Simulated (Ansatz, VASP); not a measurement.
## One calculation of Ni, two programs

INCAR

```
  PREC = Accurate
  ENCUT = 520
  EDIFF = 1E-6
  ISMEAR = -1
  SIGMA = 0.1
  LREAL = False
  LASPH = True
  NELM = 60
  ALGO = Normal
  ISIF = 2
  LWAVE = False
  LCHARG = False
  GGA = PE
  NBANDS = 17
```

KPOINTS

```
Automatic mesh
0
Gamma
  15 15 8
```

Contents of POSCAR:

```
Ni
1.0
    1.2790130000      2.2153140000      0.0000000000
   -1.2790130000      2.2153140000      0.0000000000
    0.0000000000      0.0000000000      4.0054760000
Ni
2
Direct
    0.3333300000      0.3333400000      0.2500000000
    0.6666600000      0.6666700000      0.7500000000
```

Input for Ansatz:

```yaml
crystal:
  lattice:
    - [1.279013, 2.215314, 0.0]
    - [-1.279013, 2.215314, 0.0]
    - [0.0, 0.0, 4.005476]
  atoms:
    - { symbol: Ni, position: [0.33333, 0.33334, 0.25] }
    - { symbol: Ni, position: [0.66666, 0.66667, 0.75] }
  symmetry: { tolerance: 0.0003 }
kpoints:
  mp_grid: { grid: [15, 15, 8], shift: [0, 0, 0] }
  band_path:
    path:
      - [0.0, 0.0, 0.0]
      - [0.5, 0.0, 0.0]
      - [0.66666667, 0.33333333, 0.0]
      - [0.0, 0.0, 0.0]
      - [0.0, 0.0, 0.5]
      - [0.5, 0.0, 0.5]
      - [0.66666667, 0.33333333, 0.5]
      - [0.0, 0.0, 0.5]
      - [0.5, 0.0, 0.5]
      - [0.5, 0.0, 0.0]
      - [0.66666667, 0.33333333, 0.5]
    npoints: 6
magnetization:
  spin_polarized: false
scf:
  occupations: { method: fermi_dirac }
  lower_state_search: "off"
  max_iter: 200
hamiltonian:
  pseudopotentials: { kind: paw }
  xc: pbe
basis:
  ecutwfc: 420
  fft_grid_basis: typed
output:
  forces: true
  stress: true
  eigenvalues: true
  bader: true
  populations: true
  elf: true
  write_potential: true
  volumetric_format: npy
  dos:
    e_range: [-12, 8]
    de: 0.05
    projected: { site_lists: { Ni: [Ni] } }
checkpoint:
  read: saved_state
```

The cell was built by a generator and needn't be a form met in nature.

Alike in both runs: task single point; functional PBE; k mesh 15 × 15 × 8; no spin polarisation.

|  | VASP | Ansatz |
| --- | --- | --- |
| version | VASP 6.6.1 | Ansatz 0.2.0 |
| potentials or method | VASP PAW PBE potentials, release 64 (Ni) | PAW plane waves |
| plane-wave cutoff (eV) | 520 | 420 |
| occupations | fermi-dirac, width 0.1 eV | fermi-dirac |
| valence electrons in the cell | 20 | 36 |

|  | VASP | Ansatz | Ansatz less VASP |
| --- | --- | --- | --- |
| pressure (GPa) | -6.8 | -6.9 | -0.11 |
| largest component of the traceless stress (GPa) | 5.42 | 5.56 | +0.139 |

The two sets of potentials don't hold the same shells in valence. Ansatz warned: «structure_snapped_to_symmetry».

Caveats: the run has no spin polarisation, though such a crystal can be magnetic. Spin polarisation is off, so any magnetic state and its effect on volume and gap are missing.
